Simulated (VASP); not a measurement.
# HfN (Fm-3m) in VASP: further runs, part 2 of 2

VASP 6.6.1. Earlier steps stand in the parts before.

## Step 3: Single point, PBEsol

Input file run.py:

```python
from ase import Atoms
from ase.calculators.vasp import Vasp
from ase.dft.bandgap import bandgap

atoms = Atoms(
    ['Hf', 'N'],
    cell=[[0.0, 2.256, 2.256], [2.256, 0.0, 2.256], [2.256, 2.256, 0.0]],
    scaled_positions=[[0.0, 0.0, 0.0], [0.5, 0.5, 0.5]],
    pbc=True,
)
calc = Vasp(
    directory='calc',
    xc='pbesol',
    pp='PBE',
    setups='materialsproject',
    prec='Accurate',
    encut=520,
    ediff=1e-06,
    ismear=0,
    sigma=0.02,
    lreal=False,
    lasph=True,
    nelm=60,
    algo='Normal',
    isif=2,
    lwave=False,
    lcharg=False,
    kpts=[10, 10, 10],
    gamma=True,
    nbands=14,
)
atoms.calc = calc

print('energy (eV):', atoms.get_potential_energy())
print('free energy (eV):', atoms.get_potential_energy(force_consistent=True))
print('forces (eV/A):')
print(atoms.get_forces())
print('stress (eV/A^3, Voigt):', atoms.get_stress())
print('Fermi level (eV):', calc.get_fermi_level())
gap, top, bottom = bandgap(calc)
print('band gap (eV):', gap, 'from (spin, k, band)', top, 'to', bottom)
```

Potentials or basis: VASP PAW PBE potentials, release 64 (Hf_pv, N).

Command:

```bash
$ python run.py
```

Wall time 11 s (1 thread of Intel Xeon Platinum 8488C (Sapphire Rapids), shared host); peak memory 0.14 GiB.

It converged, with:

| Item | Value |
| --- | --- |
| Free energy | -22.9819 eV |
| Pressure | -4.1 GPa |
| Band gap on the k mesh | none (metal or under the smearing width) |

Levels at points of the mesh, in eV from the Fermi level:
| k point | band 5 | band 6 | band 7 | band 8 | band 9 | band 10 | band 11 | band 12 |
| --- | --- | --- | --- | --- | --- | --- | --- | --- |
| (0.00, 0.00, 0.00) | -3.03 | -3.03 | -3.03 | -0.40 | -0.40 | -0.40 | 1.82 | 1.93 |
| (0.50, 0.00, 0.00) | -8.96 | -6.23 | -6.23 | 3.28 | 3.70 | 3.70 | 4.40 | 8.89 |
| (0.50, 0.50, 0.00) | -5.42 | -3.89 | -3.69 | -3.69 | 4.08 | 5.55 | 5.55 | 5.63 |

Caveat: the PAW data sets were made with another functional, which shifts forces and pressure a little.

## Step 4: Relaxation of the atoms, revPBE+D3, spin-orbit coupling, no magnetisation (atoms moved at random, drawn with an rms of 0.05 Å)

Input file INCAR:

```
PREC     = Accurate       # precision mode
ENCUT    = 520            # plane-wave cutoff, eV
EDIFF    = 1E-7           # SCF threshold, eV
ISMEAR   = -1             # smearing method
SIGMA    = 0.1            # smearing width, eV
LREAL    = F              # projectors in reciprocal space
LASPH    = T              # aspherical terms in the spheres
NELM     = 60             # most SCF steps
ALGO     = Normal         # electronic algorithm
ISIF     = 2              # what is computed and relaxed
LWAVE    = F              # write WAVECAR
LCHARG   = F              # write CHGCAR
MAGMOM   = 0 0 0 0 0 0    # initial moments
LORBIT   = 11             # projections on sites
LSORBIT  = T              # spin-orbit coupling
GGA_COMPAT= F            
LMAXMIX  = 4              # l up to which the mixer works
GGA      = RE             # functional
IVDW     = 11             # dispersion correction
IBRION   = 2              # ionic algorithm
NSW      = 60             # ionic steps
EDIFFG   = -0.01          # ionic threshold
NELECT   = 14.9
```

Input file KPOINTS:

```
Automatic mesh
0
Gamma
  7 7 7
```

Input file POSCAR:

```
HfN
1.0
    0.0000000000      2.2560000000      2.2560000000
    2.2560000000      0.0000000000      2.2560000000
    2.2560000000      2.2560000000      0.0000000000
Hf N
1 1
Direct
    0.0255780000      0.0115180000     -0.0135500000
    0.4868130000      0.5028510000      0.5136500000
```

Potentials or basis: VASP PAW PBE potentials, release 64 (Hf_pv, N).

Command:

```bash
$ cat potpaw_PBE.64/Hf_pv/POTCAR potpaw_PBE.64/N/POTCAR > POTCAR
$ mpirun -np 1 vasp_ncl > vasp.out
```

OUTCAR:

```text
PREC = Accurate
   ENCUT = 520
   EDIFF = 1E-7
   ISMEAR = -1
   LREAL = F
   LASPH = T
   NELM = 60
   ISIF = 2
   LORBIT = 11
   LSORBIT = T
   GGA = RE
   IVDW = 11
   IBRION = 2
   NSW = 60
   EDIFFG = -0.01
   NELECT = 14.9
 IVDW          = 11

 ion  position               nearest neighbor table
   1  0.026  0.012  0.986-   2 2.15   2 2.22   2 2.23   2 2.28   2 2.30   2 2.36
   2  0.487  0.503  0.514-   1 2.15   1 2.22   1 2.23   1 2.28   1 2.30   1 2.36

[... 1567 lines left out ...]
     0.0000000     0.0000000     0.0000000     0.0000000     0.0000000
     0.0000000     0.0000000     0.0000000     0.0000000     0.0000000
     0.0000000     0.0000000     0.0000000     0.0000000     0.0000000
 l=   3
     0.0000000     0.0000000     0.0000000     0.0000000     0.0000000     0.0000000     0.0000000
     0.0000000     0.0000000     0.0000000     0.0000000     0.0000000     0.0000000     0.0000000
     0.0000000     0.0000000     0.0000000     0.0000000     0.0000000     0.0000000     0.0000000
     0.0000000     0.0000000     0.0000000     0.0000000     0.0000000     0.0000000     0.0000000
     0.0000000     0.0000000     0.0000000     0.0000000     0.0000000     0.0000000     0.0000000
     0.0000000     0.0000000     0.0000000     0.0000000     0.0000000     0.0000000     0.0000000
     0.0000000     0.0000000     0.0000000     0.0000000     0.0000000     0.0000000     0.0000000

 total charge

# of ion       s       p       d       tot
------------------------------------------
    1        0.292   6.620   1.714   8.626
    2        1.239   2.504   0.000   3.743
--------------------------------------------------
tot          1.531   9.124   1.714  12.368

 magnetization (x)

# of ion       s       p       d       tot
------------------------------------------
    1        0.000  -0.000  -0.000  -0.000
    2       -0.000   0.000   0.000   0.000
--------------------------------------------------
tot         -0.000   0.000  -0.000  -0.000

 magnetization (y)

# of ion       s       p       d       tot
------------------------------------------
    1        0.000   0.000   0.000   0.000
    2       -0.000  -0.000   0.000  -0.000
--------------------------------------------------
tot         -0.000  -0.000   0.000  -0.000

 magnetization (z)

# of ion       s       p       d       tot
------------------------------------------
    1        0.000  -0.000   0.000   0.000
    2        0.000  -0.000   0.000  -0.000
--------------------------------------------------
tot          0.000  -0.000   0.000   0.000
```

OSZICAR:

```text
N       E                     dE             d eps       ncg     rms          rms(c)
DAV:   1     0.598967357945E+02    0.59897E+02   -0.79660E+03 15092   0.130E+03
DAV:   2    -0.220475596221E+02   -0.81944E+02   -0.78165E+02 19704   0.330E+02
DAV:   3    -0.253230325923E+02   -0.32755E+01   -0.32460E+01 19512   0.530E+01
[... 50 lines left out ...]
   6 F= -.23498401E+02 E0= -.23491073E+02  d E =-.717157E-04  mag=    -0.0000    -0.0000    -0.0000
       N       E                     dE             d eps       ncg     rms          rms(c)
DAV:   1    -0.224340407955E+02    0.20066E-06   -0.11240E-02 15092   0.111E+00    0.123E-01
DAV:   2    -0.224340708537E+02   -0.30058E-04   -0.33102E-04 19436   0.181E-01    0.559E-02
DAV:   3    -0.224340699479E+02    0.90578E-06   -0.34594E-06 18802   0.214E-02    0.284E-02
DAV:   4    -0.224340699289E+02    0.18996E-07   -0.87196E-07 19208   0.794E-03
   7 F= -.23498430E+02 E0= -.23491102E+02  d E =-.289585E-04  mag=     0.0000     0.0000     0.0000
```

Wall time 16 min (1 thread of Intel Xeon Platinum 8488C (Sapphire Rapids), shared host); peak memory 0.4 GiB.

The run converged, but some of its settings lie outside the range that counts as converged (typed here: NELECT = 14.9), so its numbers aren't taken as properties of the crystal.

Results:

| Item | Value |
| --- | --- |
| Free energy | -23.4984 eV |
| Energy gained by relaxing | 43.0 meV/atom |
| Ionic steps | 7 |
| Largest force after relaxing | 0.004 eV/Å |
| Valence electrons inside the program's atomic spheres | Hf 8.63; N 3.74 |
| Dispersion energy per atom | -0.532 eV |

Caveat: the cell is charged against a uniform background, so pressure and absolute levels hang on convention; the PAW data sets were made with another functional, which shifts forces and pressure a little.

## Step 5: For comparison

An earlier run on the cell as given: functional PBEsol; potentials or basis VASP PAW PBE potentials, release 64 (Hf_pv, N); cutoff 520 eV; k mesh 10 × 10 × 10; occupations fermi-dirac, width 0.05 eV; no spin polarisation.

- Pressure: -4.1 GPa
- Band gap on the k mesh: none (metal or under the smearing width)
